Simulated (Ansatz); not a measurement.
Moving the functional in GaN

The cell as given:

```cif
data_structure
_symmetry_space_group_name_H-M 'F-43m'
_symmetry_Int_Tables_number 216
_cell_length_a 4.5070
_cell_length_b 4.5070
_cell_length_c 4.5070
_cell_angle_alpha 90.000
_cell_angle_beta 90.000
_cell_angle_gamma 90.000
_cell_volume 91.55
loop_
_atom_site_label
_atom_site_type_symbol
_atom_site_symmetry_multiplicity
_atom_site_Wyckoff_symbol
_atom_site_fract_x
_atom_site_fract_y
_atom_site_fract_z
_atom_site_occupancy
Ga1 Ga 4 a 0.00000 0.00000 0.00000 1
N1 N 4 d 0.25000 0.25000 0.75000 1
```

The cell is a database's computed one, not the measured one.

Kept alike: task relaxation of cell and atoms; k mesh 10 × 10 × 10; occupations fermi-dirac, width 0.05 eV; no spin polarisation. Program: Ansatz, all-electron LAPW, scalar-relativistic. The mesh is that of the run's cell of 2 atoms. No spin-orbit coupling.

| run | band gap (eV) | volume (Å³/atom) |
| --- | --- | --- |
| A | 1.956 | 11.066 |
| B | 1.719 | 11.375 |
| C | 1.415 | 12.166 |
| D | 1.461 | 12.030 |
| E | 1.487 | 11.954 |
| F | 1.561 | 11.757 |

Gaps hold for each row's own relaxed cell. The relaxations keep at least the cell's symmetry (F-43m). Relaxations stop with a little pressure left, so the last digits of a volume or edge aren't settled. A gap read on the mesh alone can miss an edge between its points.

Q: The runs differ in the functional alone: BLYP; LDA; PBE; PBEsol; RPBE; revPBE. Which run is which?

A: Run A is LDA; run B is PBEsol; run C is BLYP; run D is RPBE; run E is revPBE; run F is PBE. The band gap runs from 1.415 (BLYP) to 1.956 eV (LDA). From PBE: BLYP -0.146; LDA +0.395; PBEsol +0.158; RPBE -0.100; revPBE -0.074. The volume runs from 11.066 (LDA) to 12.166 Å³/atom (BLYP). From PBE: BLYP +0.409; LDA -0.691; PBEsol -0.382; RPBE +0.273; revPBE +0.197.
